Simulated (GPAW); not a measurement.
FeNi (Tetrataenite) in GPAW: tuning split over ranks

Crystal: FeNi (Tetrataenite).

```xyz
2
Lattice="2.5330 0.0000 0.0000 0.0000 2.5330 0.0000 0.0000 0.0000 3.5820" Properties=species:S:1:pos:R:3 pbc="T T T"
Ni    1.2665    1.2665    1.7910
Fe    0.0000    0.0000    0.0000
```

```yaml
Program: GPAW 26.7.0
Task: tuning run
Functional: LDA
Potentials_or_basis: the program's PAW data sets (release 1.2.1) made for this functional
Cutoff: 600 eV
Basis: pw
k_mesh: 10 × 10 × 8
Occupations: fermi-dirac, width 0.05 eV
Spin: collinear spin, ferromagnetic start
Starting_moments: "[1.0, 3.0] μB"
```

These are the settings of the first run; the series varies split over ranks, with any setting tied to it.

Hardware: 8 MPI ranks on Arm Neoverse N1.

```tsv
split over ranks	energy less the last converged row (meV/atom)	SCF cycles	wall time (s)
default	0.00	13	21
domain=1 band=1	0.00	13	21
kpt=1 band=1	0.00	13	55
kpt=1 domain=1	0.00	27	96
domain=1 band=2	0.00	14	26
domain=2 band=1	0.00	13	29
domain=4 band=1	0.00	13	37
sl_auto=True	0.00	13	21
augment_grids=True	0.00	13	21
augment_grids=True sl_auto=True	0.00	13	22
```

Fastest here: default (21 s), level within noise with domain=1 band=1, sl_auto=True, augment_grids=True, augment_grids=True sl_auto=True; slowest of those that converged: kpt=1 domain=1 (96 s). These are single runs, one after another on one machine, so differences under about a fifth mean little.
